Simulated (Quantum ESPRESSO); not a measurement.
Wanted: the native input for a Quantum ESPRESSO 7.5 run.

- Task: relaxation of cell and atoms
- Functional: PBEsol
- Potentials or basis: SSSP 1.3 efficiency PBE
- Cutoff: 857 eV
- Density cutoff: 6884 eV
- k mesh: 12 × 12 × 12
- Occupations: fermi-dirac, width 0.05 eV
- Spin: no spin polarisation
- Target pressure: 10 GPa
- Mixing beta: 0.5
- Most SCF iterations: 120
- SCF threshold: 2e-10 Ry
- Most ionic steps: 40
- Forc conv thr: 0.0004 Ry/bohr
- Etot conv thr: 1e-05 Ry
- Ion dynamics: bfgs
- Cell dynamics: bfgs
- Press conv thr: 0.3 kbar

Ir:

```
CELL_PARAMETERS angstrom
0.00000 1.91560 1.91560
1.91560 0.00000 1.91560
1.91560 1.91560 0.00000
ATOMIC_POSITIONS crystal
Ir 0.00000 0.00000 0.00000
```

One way to write it, as run:

pw.in

```
&CONTROL
  calculation = 'vc-relax'
  prefix = 'pwscf'
  outdir = './tmp'
  pseudo_dir = './pseudo'
  tprnfor = .true.
  tstress = .true.
  disk_io = 'low'
  nstep = 40
  forc_conv_thr = 0.0004
  etot_conv_thr = 1d-05
/
&SYSTEM
  ibrav = 0
  nat = 1
  ntyp = 1
  ecutwfc = 63
  ecutrho = 506
  nbnd = 13
  input_dft = 'pbesol'
  occupations = 'smearing'
  smearing = 'fd'
  degauss = 0.00367493
/
&ELECTRONS
  conv_thr = 2d-10
  electron_maxstep = 120
  mixing_beta = 0.5
/
&IONS
  ion_dynamics = 'bfgs'
/
&CELL
  cell_dynamics = 'bfgs'
  press = 100
  press_conv_thr = 0.3
/
ATOMIC_SPECIES
Ir   192.2170 Ir_pbe_v1.2.uspp.F.UPF
CELL_PARAMETERS bohr
   0.0000000000    3.6199593643    3.6199593643
   3.6199593643    0.0000000000    3.6199593643
   3.6199593643    3.6199593643    0.0000000000
ATOMIC_POSITIONS bohr
Ir     0.0000000000    0.0000000000    0.0000000000
K_POINTS automatic
12 12 12 0 0 0
```

Potentials or basis: SSSP 1.3 efficiency PBE.

Launch:

```bash
$ OMP_NUM_THREADS=1 pw.x -in pw.in > pw.out
```

Results of the run:

* Relaxed volume: 13.70 Å³/atom
* Relaxed cell: a = 2.686 Å, b = 2.686 Å, c = 2.686 Å, α = 60.00°, β = 60.00°, γ = 60.00°
* Space group after relaxing (to 0.05 Å): Fm-3m (No. 225)
* Energy change on relaxing (the enthalpy is what falls): +10.1 meV/atom
* Ionic steps: 4
* Pressure after relaxing: 9.9 GPa
* Band gap on the k mesh: none (metal or under the smearing width)

Caveat: the potentials were made for another functional, which shifts forces and pressure.

It took 37 s on 1 thread of Arm Neoverse V2, with other jobs on the host, peak memory 0.12 GiB.
